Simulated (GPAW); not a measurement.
Runs of GPAW 26.7.0 on CdS (Greenockite). It takes space group P6_3mc (No. 186, hexagonal). Conventional cell: a = 4.150 Å, b = 4.150 Å, c = 6.737 Å, α = 90.00°, β = 90.00°, γ = 120.00°. Around Cd (site symmetry 3m) lie 4 S at 2.53 to 2.54 Å. S (site symmetry 3m) is surrounded by 4 Cd at 2.53 to 2.54 Å. 

```csv
task,level,potentials or basis,k mesh,cutoff (eV),smearing,valence bands,conduction bands,integrate gamma,bse mode,direction,other keys,gap on the mesh (eV),pressure (GPa),largest force (eV/Å)
optical spectrum,PBE,"GPAW PAW data sets (gpaw-data 1.2.1), newer versions, pw",6 × 6 × 3,500,fermi-dirac 0.001 eV,-,-,-,-,-,-,1.18,-,-
optical spectrum,AM05,"PAW data sets generated in the run's folder for this functional, pw",6 × 6 × 3,500,fermi-dirac 0.001 eV,-,-,-,-,-,-,1.16,-,-
single point,AM05,"PAW data sets generated in the run's folder for this functional, pw",6 × 6 × 3,500,fermi-dirac 0.01 eV,-,-,-,-,-,-,1.16,-0.9,0.06
single point,PBE,"GPAW PAW data sets (gpaw-data 1.2.1), newer versions, pw",6 × 6 × 3,500,fermi-dirac 0.05 eV,-,-,-,-,-,-,1.18,(a),0.07
```

Alike in all rows: no spin polarisation; cell as given.

Problem. Fill in the values left out.

Solution. (a) 1.6.

Caveats: with so narrow a direct gap the onset needs a denser k mesh (some runs); the long-wavelength limit can be off by several per cent where d states take part (some runs); independent-particle spectra lack excitons (some runs); the cutoff is short for stress and forces, so pressures can be off by a GPa or more (some runs).

A k mesh can miss the band edges, and the runs leave out spin-orbit coupling on Cd.
